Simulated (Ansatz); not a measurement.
# Sb: electron density at the nuclei under pressure

```
CELL_PARAMETERS angstrom
3.36900 0.00000 0.00000
-1.68450 2.91764 0.00000
0.00000 0.00000 5.33000
ATOMIC_POSITIONS crystal
Sb 0.33333 0.66667 0.25000
Sb 0.66667 0.33333 0.75000
```

Atoms are numbered in the order listed.

The cell is COD entry 1539203, as deposited and not checked against the literature; nothing was relaxed.

Spin–orbit coupling is left out, though it moves levels of the heavy atoms by tenths of an eV or more.

Method: DFT, PBE, all-electron PAW with datasets made for the crystal, scalar-relativistic in Ansatz 0.2.0.

Sampling and basis: a Γ-centred 12×12×7 k mesh, Fermi–Dirac smearing of 0.05 eV, cutoff 160 eV (chosen by the program for this cell), no spin polarisation.

The contact density is the mean electron density over the nuclear volume; its changes set Mössbauer isomer shifts. Changes below are taken from the unscaled cell, where it is 1.35003e+06 e/Å³ at Sb1.

Volumes at which the program chose other datasets or cutoffs are left out.

```
V/V(cell)  P (GPa)  Δρ(0) Sb1 (e/Å³)
   0.9900      3.8             -0.32
   1.0000      3.0              0.00
   1.0100      2.3                 ?
   1.0200      1.6              0.58
   1.0400      0.4                 ?
   1.0600     -0.8                 ?
```

Task: Fill in "Δρ(0) Sb1 (e/Å³)" for the row "1.0400".

Result: 1.08.

Task: What belongs in the row "1.0600", column "Δρ(0) Sb1 (e/Å³)"?

Result: 1.54.

Task: What belongs in the row "1.0100", column "Δρ(0) Sb1 (e/Å³)"?

Result: 0.30.

The datasets are made afresh for each cell, so very small changes are uncertain. Scalar relativity leaves out the p1/2 density at heavy nuclei.
